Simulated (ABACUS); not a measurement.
The system is ZnS.

```
CELL_PARAMETERS angstrom
0.00000 2.70200 2.70200
2.70200 0.00000 2.70200
2.70200 2.70200 0.00000
ATOMIC_POSITIONS crystal
Zn 0.75000 0.75000 0.75000
S 0.00000 0.00000 0.00000
```

Base run:

```yaml
Program: ABACUS 3.10.1
Functional: TPSS
Potentials_or_basis: SG15 ONCV 1.2 PBE
Cutoff: 1320 eV
Density_cutoff: 5279 eV
Basis: plane waves
k_mesh: 6 × 6 × 6
Occupations: fermi-dirac, width 0.05 eV
Spin: no spin polarisation
```

Its results: band gap on the k mesh 2.31 eV, direct; pressure 2.4 GPa.

Question: The run is repeated on the same cell with these changes: functional from TPSS to revTPSS. What comes out?

Answer: Band gap on the k mesh 2.24 eV, direct; pressure 1.2 GPa.

Caveats: the potentials were made for another functional, which shifts forces and pressure.

A k mesh can miss the band edges.

Not every run made on this cell is shown here.
